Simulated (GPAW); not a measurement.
# CuO (F-43m) in GPAW: convergence with k mesh

Aim: find how far k mesh must go before the results for CuO settle, at r2SCAN. This setting moves, with any that are tied to it; all else stays.

Everything below comes from runs of GPAW 26.7.0. Logs are shortened: lines on timing, memory, paths and dates and some standing lists are left out, and cuts for length are marked. The log counts tension as positive stress, the text compression.

## (1) The crystal as given

Symmetry: F-43m, No. 216, cubic system. The conventional cell has a = 4.655 Å, b = 4.655 Å, c = 4.655 Å, α = 90.00°, β = 90.00°, γ = 90.00°. Around Cu (site symmetry -43m) lie 4 O at 2.02 Å. Around O (site symmetry -43m) lie 4 Cu at 2.02 Å.

Measurements of this composition are mostly on another form, of space group No. 15.

## (2) With k mesh 2 × 2 × 2

Contents of run.py:

```python
from ase.dft.bandgap import bandgap
from ase.io import read, write
from ase.units import GPa
from gpaw import GPAW, PW

atoms = read('POSCAR')

calc = GPAW(mode=PW(800),
            xc='MGGA_X_R2SCAN+MGGA_C_R2SCAN',
            kpts={'size': (2, 2, 2), 'gamma': True},
            occupations={'name': 'fermi-dirac', 'width': 0.05},
            nbands=19,
            convergence={'density': 1e-05, 'energy': 1e-05},
            maxiter=100,
            txt='gpaw.txt')
atoms.calc = calc
energy = atoms.get_potential_energy()
forces = atoms.get_forces()
stress = atoms.get_stress()
calc.write('gs.gpw')
write('result.traj', atoms)
print(f'Energy: {energy:.6f} eV')
print('Forces (eV/A):')
print(forces.round(4))
print('Stress (GPa):', (stress / GPa).round(3))
print('Fermi level:', round(calc.get_fermi_level(), 4), 'eV')
print(f'Gap: {bandgap(calc)[0]:.4f} eV, direct: {bandgap(calc, direct=True)[0]:.4f} eV')
```

Contents of POSCAR:

```
CuO
1.0
    0.0000000000      2.3272527300      2.3272527300
    2.3272527300      0.0000000000      2.3272527300
    2.3272527300      2.3272527300      0.0000000000
Cu O
1 1
Direct
    0.0000000000      0.0000000000      0.0000000000
    0.2500000000      0.2500000000      0.2500000000
```

Potentials or basis: GPAW PAW data sets (gpaw-data 1.2.1), pw.

The run is started by

```sh
$ OMP_NUM_THREADS=1 python run.py
```

gpaw.txt:

```text
__  _  _
 | _ |_)|_||  |
 |__||  | ||/\| - 26.7.0

Input parameters:
  mode=PW(ecut=800.0),
  convergence={'density': 1e-05, 'energy': 1e-05},
  kpts=MonkhorstPack(size=(2, 2, 2), gamma=True),
  maxiter=100,
  nbands=19,
  occupations=Occupations(name='fermi-dirac', width=0.05),
  xc=XC(name='MGGA_X_R2SCAN+MGGA_C_R2SCAN')

Diagonalizing LCAO Hamiltonian
Converting LCAO to pw mode

           O

       Cu

Atoms  # Å, Bohr magnetons
|   | symbol |        x |        y |        z |    initial magnetic moments |
|---|--------|----------|----------|----------|-----------------------------|
| 0 |     Cu | 0.000000 | 0.000000 | 0.000000 | ( 0.0000,  0.0000,  0.0000) |
| 1 |      O | 1.163626 | 1.163626 | 1.163626 | ( 0.0000,  0.0000,  0.0000) |

Unit cell  # Å
| periodic |        x |        y |        z |  lengths |    angles |
|----------|----------|----------|----------|----------|-----------|
|      yes | 0.000000 | 2.327253 | 2.327253 | 3.291232 | 60.000000 |
|      yes | 2.327253 | 0.000000 | 2.327253 | 3.291232 | 60.000000 |
|      yes | 2.327253 | 2.327253 | 0.000000 | 3.291232 | 60.000000 |

Number of symmetries: 24
Symmetry operations  # r_c * U_cc + t_c -> r_c
|    | kind |            matrix            |
|----|------|------------------------------|
|  0 |  E   |  1, 0, 0,  0, 1, 0,  0, 0, 1 |
|  1 |  σ   |  1, 0, 0,  0, 0, 1,  0, 1, 0 |
|  2 |  σ   |  1, 0,-1,  0, 1,-1,  0, 0,-1 |
|  3 |  C3  |  1, 0,-1,  0, 0,-1,  0, 1,-1 |
|  4 |  C3  |  1,-1, 0,  0,-1, 1,  0,-1, 0 |
|  5 |  σ   |  1,-1, 0,  0,-1, 0,  0,-1, 1 |
|  6 |  σ   |  0, 1, 0,  1, 0, 0,  0, 0, 1 |
|  7 |  C3  |  0, 1, 0,  0, 0, 1,  1, 0, 0 |
|  8 |  C2  |  0, 1,-1,  1, 0,-1,  0, 0,-1 |
|  9 |  S4  |  0, 1,-1,  0, 0,-1,  1, 0,-1 |
| 10 |  C3  |  0, 0, 1,  1, 0, 0,  0, 1, 0 |
| 11 |  σ   |  0, 0, 1,  0, 1, 0,  1, 0, 0 |
| 12 |  S4  |  0, 0,-1,  1, 0,-1,  0, 1,-1 |
| 13 |  C3  |  0, 0,-1,  0, 1,-1,  1, 0,-1 |
| 14 |  S4  |  0,-1, 1,  1,-1, 0,  0,-1, 0 |
| 15 |  C2  |  0,-1, 1,  0,-1, 0,  1,-1, 0 |
| 16 |  C3  |  0,-1, 0,  1,-1, 0,  0,-1, 1 |
| 17 |  S4  |  0,-1, 0,  0,-1, 1,  1,-1, 0 |
| 18 |  S4  | -1, 1, 0, -1, 0, 1, -1, 0, 0 |
| 19 |  C3  | -1, 1, 0, -1, 0, 0, -1, 0, 1 |
| 20 |  C3  | -1, 0, 1, -1, 1, 0, -1, 0, 0 |
| 21 |  S4  | -1, 0, 1, -1, 0, 0, -1, 1, 0 |
| 22 |  σ   | -1, 0, 0, -1, 1, 0, -1, 0, 1 |
| 23 |  C2  | -1, 0, 0, -1, 0, 1, -1, 1, 0 |

BZ-sampling:
  Number of BZ points: 8
  Number of IBZ points: 3

  Monkhorst-Pack size: [2, 2, 2]
  Monkhorst-Pack shift: [0.25, 0.25, 0.25]

K-points  # in reciprocal-cell coordinates
|   |                                coordinates |     weight |
|---|--------------------------------------------|------------|
| 0 | (  0.00000000,   0.00000000,   0.00000000) | 0.12500000 |
| 1 | (  0.50000000,   0.50000000,   0.00000000) | 0.37500000 |
| 2 | (  0.50000000,   0.50000000,   0.50000000) | 0.50000000 |

Plane wave coefficients: 1308
Cutoff: 800.0 eV

Spin-components: 1 (collinear spins)
Bands:           19
Projectors:      11
Spin-degeneracy: 2
Datatype:        complex128

Parallelization:
  kpt:    1
  domain: 1
  band:   1

Density:
  Valence electrons: 17.0
  Components: 1
  Grid points: [24 24 24]
  Charge: 0.0  # |e|

Potential:
  Grid points: [24 24 24]

species:
  Cu:
    name:    Copper
    Z:       29.0
    valence: 11
    core:    18
    charge:  0.0  # [|e|]
    compensation charges:
      type: gauss
      rc: 0.33  # [Å]
      lmax: 2
    cutoffs:
      filter: 2.06  # [Å]
      core: 2.43  # [Å]
    projectors
    | kind |    occ | energy [eV] | rcut [Å] |
    |------|--------|-------------|----------|
    |   4s |  1.000 |      -4.609 |    1.164 |
    |   4p |  0.000 |      -0.698 |    1.164 |
    |   3d | 10.000 |      -5.039 |    1.058 |
    |    s |        |      22.603 |    1.164 |
    |    p |        |      26.513 |    1.164 |
    |    d |        |      22.172 |    1.058 |

    Using partial waves for Cu as LCAO basis

  O:
    name:    Oxygen
    Z:       8.0
    valence: 6
    core:    2
    charge:  0.0  # [|e|]
    compensation charges:
      type: gauss
      rc: 0.21  # [Å]
      lmax: 2
    cutoffs:
      filter: 1.17  # [Å]
      core: 0.83  # [Å]
    projectors
    | kind |    occ | energy [eV] | rcut [Å] |
    |------|--------|-------------|----------|
    |   2s |  2.000 |     -23.961 |    0.688 |
    |   2p |  4.000 |      -9.029 |    0.598 |
    |    s |        |       3.251 |    0.688 |
    |    p |        |      18.182 |    0.598 |
    |    d |        |       0.000 |    0.619 |

    Using partial waves for O as LCAO basis

Reference energy: -47062.304142  # eV

eigensolver:
  PPCG
  Converge bands: occupied
  niter=2

density mixing:
  MSR1-Mixer
  Pratt-step length: 0.05
  Maximum mixing coefficient: 0.75
  Old densities: 10
  SVD Regularization: 0.005
  Good broyden scale: 1.0
  Trust region scale: 1.0
  Backstep threshold: 4.0
  History deletion threshold: 6.0
  Fourier metric: weight=20.0, sigma=0.015

occupation numbers:
  Fermi-Dirac:
    width: 0.0500  # eV

poisson solver:
  ecut: 6400.0  # eV

xc functional:
  name: MGGA_X_R2SCAN+MGGA_C_R2SCAN with 2 nearest neighbor stencil

convergence criteria:
- Maximum integral of absolute [dens]ity change: 1e-05 electrons / valence electron
- Maximum [total energy] change in last 3 cyles: 1e-05 eV / valence electron
- Maximum integral of absolute [eigenst]ate change: 4e-08 eV^2 / valence electron
maximum number of iterations: 100

SCF iterations
|iter     | |      energy | eigst |  dens |
|---------|-|-------------|-------|-------|
|iter:   1| |  -22.803283 | +0.15 |       |
|iter:   2| |  -18.027601 | -1.05 | -0.87 |
|iter:   3| |  -16.706066 | -1.57 | -0.95 |
|iter:   4| |  -16.625336 | -2.03 | -1.28 |
|iter:   5| |  -16.646920 | -3.09 | -1.55 |
|iter:   6| |  -16.654414 | -2.76 | -1.68 |
|iter:   7| |  -16.655629 | -3.71 | -2.43 |
|iter:   8| |  -16.655755 | -4.87 | -3.06 |
|iter:   9| |  -16.655758c| -6.40 | -3.73 |
|iter:  10| |  -16.655758c| -8.23c| -4.42 |
|iter:  11| |  -16.655758c| -7.75c| -4.96 |
|iter:  12| |  -16.655758c| -8.37c| -5.44c|

Converged in 12 steps
Energy contributions relative to reference atoms: (reference = -47062.304142)

Energy contributions:
  Kinetic:           3.311067
  Coulomb:          -5.610254
  Zero:              0.241390
  External:          0.000000
  Xc:              -14.579123
  Entropy:          -0.037678
  Spinorbit:         0.000000
  ----------------------------
  Free energy:     -16.674597
  Extrapolated:    -16.655758

dipole moment: (-10.938622, -10.938622, -10.938622)  # |e|*Ang

Fermi level: 3.706
Eigenvalues  # (at kpt = [0.000, 0.000, 0.000])
| band index |      eig [eV] | occ [0-2] |
|------------|---------------|-----------|
|          0 |       -15.686 |     2.000 |
|          1 |        -0.900 |     2.000 |
|          2 |        -0.900 |     2.000 |
|          3 |        -0.900 |     2.000 |
|          4 |         1.647 |     2.000 |
|          5 |         1.647 |     2.000 |
|          6 |         4.374 |     0.000 |
|          7 |         4.374 |     0.000 |
|          8 |         4.374 |     0.000 |
|          9 |         4.746 |     0.000 |
|         10 |        18.099 |     0.000 |
|         11 |        18.099 |     0.000 |
|         12 |        18.099 |     0.000 |
|         13 |        24.169 |     0.000 |
|        ... |               |           |
|         18 |        26.611 |     0.000 |

No gap
No difference between direct/indirect transitions

Forces  # eV/Ang
|       x |       y |        z |
|---------|---------|----------|
| 0.00000 | 0.00000 | -0.00000 |  # Cu   0
| 0.00000 | 0.00000 | -0.00000 |  # O    1

Stress tensor  # eV/Ang^3
|         x |         y |         z |
|-----------|-----------|-----------|
|  0.084895 |  0.000000 | -0.000000 |
|  0.000000 |  0.084895 | -0.000000 |
| -0.000000 | -0.000000 |  0.084895 |

# Writing to gs.gpw (mode='')
```

Wall time 11 s (1 thread of Arm Neoverse V1, shared host); peak memory 0.23 GiB.

What came out:

| Item | Value |
| --- | --- |
| Free energy | -16.6746 eV |
| Pressure | -13.6 GPa |
| Band gap on the k mesh | none (metal or under the smearing width) |

## (3) With k mesh 3 × 3 × 3

run.py, as its differences from that of step 2:

```diff
@@ -9,3 +9,3 @@
             xc='MGGA_X_R2SCAN+MGGA_C_R2SCAN',
-            kpts={'size': (2, 2, 2), 'gamma': True},
+            kpts={'size': (3, 3, 3), 'gamma': True},
             occupations={'name': 'fermi-dirac', 'width': 0.05},
```

POSCAR is that of step 2.

Potentials or basis: GPAW PAW data sets (gpaw-data 1.2.1), pw.

The run is started by

```sh
$ OMP_NUM_THREADS=1 python run.py
```

It took 14 s on 1 thread of Arm Neoverse V1, shared host; peak memory 0.23 GiB.

Results:

```yaml
Free_energy: -16.8941 eV
Pressure: -13.6 GPa
Band_gap_on_the_k_mesh: none (metal or under the smearing width)
```

## (4) With k mesh 4 × 4 × 4

run.py, as its differences from that of step 3:

```diff
@@ -9,3 +9,3 @@
             xc='MGGA_X_R2SCAN+MGGA_C_R2SCAN',
-            kpts={'size': (3, 3, 3), 'gamma': True},
+            kpts={'size': (4, 4, 4), 'gamma': True},
             occupations={'name': 'fermi-dirac', 'width': 0.05},
```

POSCAR is that of step 3.

The run is started by

```sh
$ OMP_NUM_THREADS=1 python run.py
```

It took 25 s on 1 thread of Arm Neoverse V1, shared host; peak memory 0.24 GiB.

Results:

```
Free energy            : -16.8996 eV
Pressure               : -13.8 GPa
Band gap on the k mesh : none (metal or under the smearing width)
```

## (5) With k mesh 5 × 5 × 5

run.py, as its differences from that of step 4:

```diff
@@ -9,3 +9,3 @@
             xc='MGGA_X_R2SCAN+MGGA_C_R2SCAN',
-            kpts={'size': (4, 4, 4), 'gamma': True},
+            kpts={'size': (5, 5, 5), 'gamma': True},
             occupations={'name': 'fermi-dirac', 'width': 0.05},
```

POSCAR is that of step 4.

The run is started by

```sh
$ OMP_NUM_THREADS=1 python run.py
```

Wall time 29 s (1 thread of Arm Neoverse V1, shared host); peak memory 0.24 GiB.

Results (log left out):

```yaml
Free_energy: -16.8828 eV
Pressure: -13.8 GPa
Band_gap_on_the_k_mesh: none (metal or under the smearing width)
```

## (6) With k mesh 6 × 6 × 6

run.py, as its differences from that of step 5:

```diff
@@ -9,3 +9,3 @@
             xc='MGGA_X_R2SCAN+MGGA_C_R2SCAN',
-            kpts={'size': (5, 5, 5), 'gamma': True},
+            kpts={'size': (6, 6, 6), 'gamma': True},
             occupations={'name': 'fermi-dirac', 'width': 0.05},
```

POSCAR is that of step 5.

Potentials or basis: GPAW PAW data sets (gpaw-data 1.2.1), pw.

The run is started by

```sh
$ OMP_NUM_THREADS=1 python run.py
```

Run time: 44 s. Hardware: 1 thread of Arm Neoverse V1, shared host; peak memory 0.24 GiB.

Results (log left out):

```yaml
Free_energy: -16.8629 eV
Pressure: -13.7 GPa
Band_gap_on_the_k_mesh: none (metal or under the smearing width)
```

## (7) With k mesh 8 × 8 × 8

run.py, as its differences from that of step 6:

```diff
@@ -9,3 +9,3 @@
             xc='MGGA_X_R2SCAN+MGGA_C_R2SCAN',
-            kpts={'size': (6, 6, 6), 'gamma': True},
+            kpts={'size': (8, 8, 8), 'gamma': True},
             occupations={'name': 'fermi-dirac', 'width': 0.05},
```

POSCAR is that of step 6.

The run is started by

```sh
$ OMP_NUM_THREADS=1 python run.py
```

It took 77 s on 1 thread of Arm Neoverse V1, shared host; peak memory 0.25 GiB.

It converged, with:

| Item | Value |
| --- | --- |
| Free energy | -16.8751 eV |
| Pressure | -13.9 GPa |
| Band gap on the k mesh | none (metal or under the smearing width) |

## (8) With k mesh 9 × 9 × 9

run.py, as its differences from that of step 7:

```diff
@@ -9,3 +9,3 @@
             xc='MGGA_X_R2SCAN+MGGA_C_R2SCAN',
-            kpts={'size': (8, 8, 8), 'gamma': True},
+            kpts={'size': (9, 9, 9), 'gamma': True},
             occupations={'name': 'fermi-dirac', 'width': 0.05},
```

POSCAR is that of step 7.

The run is started by

```sh
$ OMP_NUM_THREADS=1 python run.py
```

Run time: 91 s. Hardware: 1 thread of Arm Neoverse V1, shared host; peak memory 0.25 GiB.

It converged, with:

- Free energy: -16.8732 eV
- Pressure: -13.8 GPa
- Band gap on the k mesh: none (metal or under the smearing width)

## (9) With k mesh 11 × 11 × 11

run.py, as its differences from that of step 8:

```diff
@@ -9,3 +9,3 @@
             xc='MGGA_X_R2SCAN+MGGA_C_R2SCAN',
-            kpts={'size': (9, 9, 9), 'gamma': True},
+            kpts={'size': (11, 11, 11), 'gamma': True},
             occupations={'name': 'fermi-dirac', 'width': 0.05},
```

POSCAR is that of step 8.

Potentials or basis: GPAW PAW data sets (gpaw-data 1.2.1), pw.

The run is started by

```sh
$ OMP_NUM_THREADS=1 python run.py
```

It took 2.4 min on 1 thread of Arm Neoverse V1, shared host; peak memory 0.27 GiB.

Results (log left out):

```
Free energy            : -16.8726 eV
Pressure               : -13.8 GPa
Band gap on the k mesh : none (metal or under the smearing width)
```

## (10) With k mesh 13 × 13 × 13

run.py, as its differences from that of step 9:

```diff
@@ -9,3 +9,3 @@
             xc='MGGA_X_R2SCAN+MGGA_C_R2SCAN',
-            kpts={'size': (11, 11, 11), 'gamma': True},
+            kpts={'size': (13, 13, 13), 'gamma': True},
             occupations={'name': 'fermi-dirac', 'width': 0.05},
```

POSCAR is that of step 9.

The run is started by

```sh
$ OMP_NUM_THREADS=1 python run.py
```

Run time: 3.5 min. Hardware: 1 thread of Arm Neoverse V1, shared host; peak memory 0.28 GiB.

It converged, with:

```
Free energy            : -16.8727 eV
Pressure               : -13.8 GPa
Band gap on the k mesh : none (metal or under the smearing width)
```

## (11) Result

```csv
k mesh,"energy less the tightest run, at zero smearing (meV/atom)",pressure (GPa),SCF cycles,CPU time (s),peak memory (GiB)
2 × 2 × 2,102.95,-13.60,12,11,0.23
3 × 3 × 3,-6.68,-13.55,12,14,0.23
4 × 4 × 4,-12.40,-13.79,13,25,0.24
5 × 5 × 5,-6.66,-13.81,13,29,0.24
6 × 6 × 6,6.54,-13.70,13,44,0.24
8 × 8 × 8,-1.72,-13.85,13,77,0.25
9 × 9 × 9,-0.49,-13.78,13,91,0.25
11 × 11 × 11,0.08,-13.79,13,140,0.27
13 × 13 × 13,0.00,-13.80,13,210,0.28
```

Against the tightest run, the energy stays within 1 meV/atom from 9 × 9 × 9 on; the pressure stays within 0.1 GPa from 4 × 4 × 4 on. Meshes of other sizes hit other points, so gaps and Fermi surfaces needn't settle smoothly. The tightest run that finished is the yardstick and may itself not be fully converged.

Caveats: with this Cu data set, volumes or pressures lay over 1.5 % or 2 GPa off other programs in two to four cells of ten; the PAW data sets were made with another functional, which shifts forces and pressure a little; an odd number of electrons without spin polarisation forces a metal; a magnetic or distorted state may lie lower; the run has no spin polarisation, though such a crystal can be magnetic; semilocal functionals often make such compounds metallic where correlation or magnetic order opens a gap, which also shifts bond lengths.
